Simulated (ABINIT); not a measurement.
# ZrB2 (P6/mmm) in ABINIT: further runs

One crystal, ZrB2, is run at these levels: PBE; tasks: relaxation of cell and atoms, single point.

All numbers are computed with ABINIT 10.8.3 (patched build); they aren't measurements. Logs are shortened: lines on timing, memory, paths and dates and some standing lists are left out, and cuts for length are marked. The log counts tension as positive stress, the text compression.

**1. The structure**

The structure is hexagonal, space group P6/mmm (No. 191). Conventional cell: a = 3.170 Å, b = 3.170 Å, c = 3.533 Å, α = 90.00°, β = 90.00°, γ = 120.00°. Zr (site symmetry 6/mmm) is surrounded by 12 B at 2.54 Å. Around B (site symmetry -6m2) lie 3 B at 1.83 Å.

**2. Relaxation of cell and atoms, PBE**

Contents of run.abi:

```
# Pseudopotentials
pp_dirpath "./"
pseudos "Zr.upf, B.upf"

# Structure
acell 3.17 3.17 3.533 Angstrom
rprim
     1.0000000000     0.0000000000     0.0000000000
    -0.5000000000     0.8660254038     0.0000000000
     0.0000000000     0.0000000000     1.0000000000
ntypat 2
znucl 40 5
natom 3
typat 1 2 2
chkprim 0
chksymtnons 0
tolsym 1.0e-6
xred
            0.0            0.0            0.0
            2/3            1/3            1/2
            1/3            2/3            1/2

# Plane-wave basis
ecut 38.0
ecutsm 0.5

# k points
kptopt 1
ngkpt 8 8 6
nshiftk 1
shiftk 0.0 0.0 0.0

# Exchange and correlation
ixc 11

# Bands and occupations
nband 13
occopt 3
tsmear 0.05 eV

# SCF cycle
nstep 80
tolvrs 1.0e-12

# Output
iomode 3
prteig 0
prtebands 0
prtwf 0
prtden 0

# Relaxation
ionmov 2
optcell 2
ntime 50
tolmxf 2.0e-5
dilatmx 1.08
```

Potentials or basis: PseudoDojo NC SR PBE v0.4.1 standard.

Launch:

```
$ mpirun --bind-to none -np 4 abinit run.abi > log 2>&1
```

run.abo:

```text
.Version 10.8.3 of ABINIT
 Symmetries : space group P6/m m m (#191); Bravais hP (primitive hexag.)
================================================================================
 Values of the parameters that define the memory need of the present run
     intxc =       0    ionmov =       2      iscf =       7    lmnmax =       6
     lnmax =       6     mgfft =      45  mpssoang =       3    mqgrid =    3001
     natom =       3  nloc_mem =       1    nspden =       1   nspinor =       1
    nsppol =       1      nsym =      24    n1xccc =    2501    ntypat =       2
    occopt =       3   xclevel =       2
       mpw =        2944          nfft =       58320          nkpt =          40
================================================================================
================================================================================

--------------------------------------------------------------------------------
------------- Echo of variables that govern the present computation ------------
--------------------------------------------------------------------------------
 -outvars: echo values of preprocessed input variables --------
            acell      5.9904318191E+00  5.9904318191E+00  6.6764024028E+00 Bohr
              amu      9.12240000E+01  1.08110000E+01
          chkprim           0
      chksymtnons           0
          dilatmx      1.08000000E+00
             ecut      3.80000000E+01 Hartree
           ecutsm      5.00000000E-01 Hartree
           ionmov           2
              ixc          11
         kptrlatt        8    0    0      0    8    0      0    0    6
          kptrlen      4.00584144E+01
            natom           3
            nband          13
            ngfft          36      36      45
             nkpt          40
            nstep          80
             nsym          24
            ntime          50
           ntypat           2
           occopt           3
          optcell           2
           prtden           0
        prtebands           0
           prteig           0
            prtwf           0
            rprim      1.0000000000E+00  0.0000000000E+00  0.0000000000E+00
                      -5.0000000000E-01  8.6602540380E-01  0.0000000000E+00
                       0.0000000000E+00  0.0000000000E+00  1.0000000000E+00
          spgroup         191
           tolmxf      2.00000000E-05
           tolsym      1.00000000E-06
           tolvrs      1.00000000E-12
           tsmear      1.83746611E-03 Hartree
            typat      1  2  2
           xangst      0.0000000000E+00  0.0000000000E+00  0.0000000000E+00
                       1.5850000000E+00  9.1510017668E-01  1.7665000000E+00
                       3.7475676370E-19  1.8302003534E+00  1.7665000000E+00
            xcart      0.0000000000E+00  0.0000000000E+00  0.0000000000E+00
                       2.9952159096E+00  1.7292887117E+00  3.3382012014E+00
                       7.0818764722E-19  3.4585774234E+00  3.3382012014E+00
             xred      0.0000000000E+00  0.0000000000E+00  0.0000000000E+00
                       6.6666666667E-01  3.3333333333E-01  5.0000000000E-01
                       3.3333333333E-01  6.6666666667E-01  5.0000000000E-01
            znucl       40.00000    5.00000

================================================================================

 chkinp: Checking input parameters for consistency.

================================================================================
== DATASET  1 ==================================================================

--- !DatasetInfo
iteration_state: {dtset: 1, }
dimensions: {natom: 3, nkpt: 40, mband: 13, nsppol: 1, nspinor: 1, nspden: 1, mpw: 2944, }
cutoff_energies: {ecut:  38.0, pawecutdg:  -1.0, }
electrons: {nelect:   1.80000000E+01, charge:   0.00000000E+00, occopt:   3.00000000E+00, tsmear:   1.83746611E-03, }
meta: {optdriver: 0, ionmov: 2, optcell: 2, iscf: 7, paral_kgb: 0, }
...

 Exchange-correlation functional for the present dataset will be:
  GGA: Perdew-Burke-Ernzerhof functional - ixc=11
  J.P.Perdew, K.Burke, M.Ernzerhof, PRL 77, 3865 (1996)

 Real(R)+Recip(G) space primitive vectors, cartesian coordinates (Bohr,Bohr^-1):
 R(1)=  5.9904318  0.0000000  0.0000000  G(1)=  0.1669329  0.0963787  0.0000000
 R(2)= -2.9952159  5.1878661  0.0000000  G(2)=  0.0000000  0.1927575  0.0000000
 R(3)=  0.0000000  0.0000000  6.6764024  G(3)=  0.0000000  0.0000000  0.1497813
 Unit cell volume ucvol=  2.0748629E+02 bohr^3
 Angles (23,13,12)=  9.00000000E+01  9.00000000E+01  1.20000000E+02 degrees

 getcut: wavevector=  0.0000  0.0000  0.0000  ngfft=  36  36  45
         ecut(hartree)=     44.323   => boxcut(ratio)=   2.00523

--- Pseudopotential description ------------------------------------------------
- pspini: atom type   1  psp file is ./Zr.upf
  40.00000  12.00000  171031                  znucl, zion, pspdat
12 -101130 2 -1 1622                          pspcod,pspxc,lmax,lloc,mmax
     nproj     2     2     2

- pspini: atom type   2  psp file is ./B.upf
   5.00000   3.00000  171031                  znucl, zion, pspdat
12 -101130 1 -1 1534                          pspcod,pspxc,lmax,lloc,mmax
     nproj     2     2     0

   4.60361422E+02                                ecore*ucvol(ha*bohr**3)
--------------------------------------------------------------------------------

================================================================================

=== [ionmov= 2] Broyden-Fletcher-Goldfarb-Shanno method (forces)
================================================================================

--- Iteration: ( 1/50) Internal Cycle: (1/1)
--------------------------------------------------------------------------------

---SELF-CONSISTENT-FIELD CONVERGENCE--------------------------------------------

--- !BeginCycle
iteration_state: {dtset: 1, itime: 1, icycle: 1, }
solver: {iscf: 7, nstep: 80, nline: 4, wfoptalg: 0, }
tolerances: {tolvrs: 1.00E-12, }
...
[... 589 lines left out ...]
  5.99261842792187E+00  0.00000000000000E+00  0.00000000000000E+00
 -2.99630921396093E+00  5.18975979386036E+00  0.00000000000000E+00
  0.00000000000000E+00  0.00000000000000E+00  6.69409429515352E+00
 Unitary Cell Volume (ucvol) [Bohr^3]=  2.08188007288878E+02
 Angles (23,13,12)= [degrees]
  9.00000000000000E+01  9.00000000000000E+01  1.19999999999554E+02
 Lengths [Bohr]
  5.99261842792187E+00  5.99261842800263E+00  6.69409429515352E+00
 Stress tensor in cartesian coordinates (strten) [Ha/bohr^3]
  3.87684760874002E-08  0.00000000000000E+00  0.00000000000000E+00
  0.00000000000000E+00  3.87680943788465E-08  0.00000000000000E+00
  0.00000000000000E+00  0.00000000000000E+00  7.47640278037781E-08
 Total energy (etotal) [Ha]= -5.66147510151111E+01

 Difference of energy with previous step (new-old):
           Absolute (Ha)=-2.41806E-09
           Relative     =-4.27108E-11

 At Broyd/MD step   6, gradients are converged :
  max grad (force/stress) = 7.4764E-06 < tolmxf= 2.0000E-05 ha/bohr (free atoms)

================================================================================

 ----iterations are completed or convergence reached----

 Mean square residual over all n,k,spin=   10.615E-12; max=  28.409E-10
 reduced coordinates (array xred) for    3 atoms
      -0.000000000000     -0.000000000000      0.000000000000
       0.666666666667      0.333333333333      0.500000000000
       0.333333333333      0.666666666667      0.500000000000
 rms dE/dt=  9.5199E-29; max dE/dt=  2.0195E-28; dE/dt below (all hartree)
    1       0.000000000000      0.000000000000      0.000000000000
    2      -0.000000000000      0.000000000000      0.000000000000
    3       0.000000000000      0.000000000000      0.000000000000

 cartesian coordinates (angstrom) at end:
    1     -0.00000000000000    -0.00000000000000     0.00000000000000
    2      1.58557855177113     0.91543420370281     1.77118107311392
    3      0.00000000000000     1.83086840740562     1.77118107311392

 cartesian forces (hartree/bohr) at end:
    1     -0.00000000000000    -0.00000000000000    -0.00000000000000
    2      0.00000000000000     0.00000000000000    -0.00000000000000
    3     -0.00000000000000    -0.00000000000000    -0.00000000000000
 frms,max,avg= 1.8343698E-29 3.3699525E-29   0.000E+00  0.000E+00  0.000E+00 h/b

 cartesian forces (eV/Angstrom) at end:
    1     -0.00000000000000    -0.00000000000000    -0.00000000000000
    2      0.00000000000000     0.00000000000000    -0.00000000000000
    3     -0.00000000000000    -0.00000000000000    -0.00000000000000
 frms,max,avg= 9.4327086E-28 1.7328992E-27   0.000E+00  0.000E+00  0.000E+00 e/A
 length scales=  5.992618427922  5.992618428003  6.694094295154 bohr
              =  3.171157103542  3.171157103585  3.542362146228 angstroms
 Fermi (or HOMO) energy (hartree) =   0.46335   Average Vxc (hartree)=  -0.46407
 Eigenvalues (hartree) for nkpt=  40  k points:
 kpt#   1, nband= 13, wtk=  0.00260, kpt=  0.0000  0.0000  0.0000 (reduced coord)
  -1.32981   -0.52830   -0.50785   -0.50785   -0.00924    0.36228    0.36228    0.36353
   0.37111    0.58272    0.58272    0.61026    0.61026
      occupation numbers for kpt#   1
   2.00000    2.00000    2.00000    2.00000    2.00000    2.00000    2.00000    2.00000
   2.00000    0.00000    0.00000    0.00000    0.00000
 prteigrs : prtvol=0 or 1, do not print more k-points.

--- !EnergyTerms
iteration_state     : {dtset: 1, itime: 6, icycle: 1, }
comment             : Components of total free energy in Hartree
kinetic             :  1.85788118401513E+01
hartree             :  6.21231042081720E+00
xc                  : -1.25634345856584E+01
Ewald energy        : -4.82402400928498E+01
psp_core            :  2.21127733662031E+00
local_psp           : -2.81964461085735E+01
non_local_psp       :  5.38305321666874E+00
internal            : -5.66146679728241E+01
'-kT*entropy'       : -8.30422869648415E-05
total_energy        : -5.66147510151111E+01
total_energy_eV     : -1.54056585709223E+03
band_energy         : -3.13278754794215E+00
...

 Cartesian components of stress tensor (hartree/bohr^3)
  sigma(1 1)=  3.87684761E-08  sigma(3 2)=  0.00000000E+00
  sigma(2 2)=  3.87680944E-08  sigma(3 1)=  0.00000000E+00
  sigma(3 3)=  7.47640278E-08  sigma(2 1)=  0.00000000E+00

-Cartesian components of stress tensor (GPa)         [Pressure= -1.4936E-03 GPa]
- sigma(1 1)=  1.14060795E-03  sigma(3 2)=  0.00000000E+00
- sigma(2 2)=  1.14059672E-03  sigma(3 1)=  0.00000000E+00
- sigma(3 3)=  2.19963364E-03  sigma(2 1)=  0.00000000E+00

== END DATASET(S) ==============================================================
================================================================================

 -outvars: echo values of variables after computation  --------
            acell      5.9926184279E+00  5.9926184280E+00  6.6940942952E+00 Bohr
           etotal     -5.6614751015E+01
            fcart     -0.0000000000E+00 -0.0000000000E+00 -0.0000000000E+00
                       3.3699524534E-29  1.9456429561E-29 -0.0000000000E+00
                      -3.3699524534E-29 -1.9456429561E-29 -0.0000000000E+00
            rprim      1.0000000000E+00  0.0000000000E+00  0.0000000000E+00
                      -4.9999999999E-01  8.6602540379E-01  0.0000000000E+00
                       0.0000000000E+00  0.0000000000E+00  1.0000000000E+00
           strten      3.8768476087E-08  3.8768094379E-08  7.4764027804E-08
                       0.0000000000E+00  0.0000000000E+00  0.0000000000E+00
           xangst     -9.7121974004E-30 -5.6073397834E-30  0.0000000000E+00
                       1.5855785518E+00  9.1543420370E-01  1.7711810731E+00
                       2.7445798475E-16  1.8308684074E+00  1.7711810731E+00
             xred     -4.0835556584E-30 -2.0417778291E-30  0.0000000000E+00
                       6.6666666667E-01  3.3333333333E-01  5.0000000000E-01
                       3.3333333333E-01  6.6666666667E-01  5.0000000000E-01
 Calculation completed.
```

It took 84 s on 4 MPI ranks of Arm Neoverse N1, shared host; peak memory 0.32 GiB.

Results:

```
Free energy                            : -1540.5659 eV
Relaxed volume                         : 10.28 Å³/atom
Relaxed cell                           : a = 3.171 Å, b = 3.171 Å, c = 3.542 Å, α = 90.00°, β = 90.00°, γ = 120.00°
Space group after relaxing (to 0.05 Å) : P6/mmm (No. 191)
Energy gained by relaxing              : 0.1 meV/atom
Ionic steps                            : 6
Pressure after relaxing                : 0.0 GPa
Band gap on the k mesh                 : none (metal or under the smearing width)
```

Step by step:
| step | energy change (eV) | largest force (eV/Å) | pressure (GPa) | volume (Å³) |
| --- | --- | --- | --- | --- |
| 1 | 0.0000 | 0.0000 | 0.78 | 30.75 |
| 2 | -0.0003 | 0.0000 | 0.21 | 30.82 |
| 3 | -0.0003 | 0.0000 | -0.05 | 30.85 |
| 4 | -0.0003 | 0.0000 | -0.05 | 30.86 |
| 5 | -0.0004 | 0.0000 | -0.01 | 30.85 |
| 6 | -0.0004 | 0.0000 | 0.00 | 30.85 |

Final structure:
```
Zr B
1.0
     3.17116    0.00000    0.00000
    -1.58558    2.74630    0.00000
     0.00000    0.00000    3.54236
Zr B
1 2
Direct
  0.00000 0.00000 0.00000
  0.66667 0.33333 0.50000
  0.33333 0.66667 0.50000
```

PBE usually gives volumes a little too large and moduli too small. Zero-point motion and thermal expansion aren't in these numbers.

**3. Single point, PBE (cell relaxed)**

Contents of run.abi:

```
# Pseudopotentials
pp_dirpath "./"
pseudos "Zr.upf, B.upf"

# Structure
acell 3*1.0
rprim
     5.9926184361     0.0000000000     0.0000000000
    -2.9963092086     5.1897597882     0.0000000000
     0.0000000000     0.0000000000     6.6940942977
ntypat 2
znucl 40 5
natom 3
typat 1 2 2
xred
     0.0000000000     0.0000000000     0.0000000000
     0.6666666700     0.3333333300     0.5000000000
     0.3333333300     0.6666666700     0.5000000000
chkprim 0
chksymtnons 0
tolsym 1.0e-6

# Plane-wave basis
ecut 1034.032677 eV

# k points
kptopt 1
ngkpt 8 8 6
nshiftk 1
shiftk 0.0 0.0 0.0

# Exchange and correlation
ixc 11

# Bands and occupations
nband 13
occopt 3
tsmear 0.00183747

# SCF cycle
nstep 100
tolvrs 1.0e-10

# Output
iomode 3
prtwf 0
prtden 0
prteig 0
prtebands 0
```

Potentials or basis: PseudoDojo NC SR PBE v0.4.1 standard.

Launch:

```
$ mpirun --bind-to none -np 4 abinit run.abi > log 2>&1
```

Wall time 14 s (4 MPI ranks of Arm Neoverse N1, shared host); peak memory 0.28 GiB.

Results (log left out):

| Quantity | Value |
| --- | --- |
| Free energy | -1540.5659 eV |
| Pressure | -0.1 GPa |
| Band gap on the k mesh | none (metal or under the smearing width) |
| Valence electrons inside the program's atomic spheres | Zr 8.44; B 2.65 |

Levels at points of the mesh, in eV from the Fermi level:
```
           k point  band 5  band 6  band 7  band 8  band 9  band 10  band 11  band 12  band 13
(0.00, 0.00, 0.00)  -12.86   -2.75   -2.75   -2.72   -2.51     3.25     3.25     4.00     4.00
(0.50, 0.00, 0.00)   -9.09   -8.65   -4.04   -3.20   -2.80     2.09     2.16     4.78     4.83
(0.00, 0.00, 0.50)  -10.85   -7.09   -1.09   -1.09    0.22     0.22     0.64     0.64     1.64
(0.50, 0.00, 0.50)  -10.05   -7.14   -4.73   -4.25   -2.16     3.56     3.96     5.14     6.05
```
